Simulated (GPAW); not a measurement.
The system is CsPbBr3.

```
Pb Cs Br
1.0
     5.87000    0.00000    0.00000
     0.00000    5.87000    0.00000
     0.00000    0.00000    5.87000
Pb Cs Br
1 1 3
Direct
  0.50000 0.50000 0.50000
  0.00000 0.00000 0.00000
  0.50000 0.50000 0.00000
  0.50000 0.00000 0.50000
  0.00000 0.50000 0.50000
```

Measurements of this composition are mostly on another form, of space group No. 62.

Base run:

```yaml
Program: GPAW 26.7.0
Functional: PBE
Potentials_or_basis: GPAW PAW data sets (gpaw-data 1.2.1)
Cutoff: 600 eV
Basis: pw
k_mesh: 5 × 5 × 5
Occupations: fermi-dirac, width 0.05 eV
Spin: no spin polarisation
```

Its results: band gap on the k mesh 2.60 eV, direct; pressure 1.4 GPa.

The run is repeated on the same cell with these changes: cutoff from 600 eV to 450 eV; k mesh from 5 × 5 × 5 to 4 × 4 × 4. What comes out?

Band gap on the k mesh 1.47 eV, direct; pressure 1.4 GPa.

Caveats: spin-orbit coupling is left out, which as a rule narrows the gap of such compounds by several tenths of an eV; an odd mesh through Γ misses points on the zone boundary, where band edges often lie (some runs); the cutoff is short for stress and forces, so pressures can be off by a GPa or more (some runs).
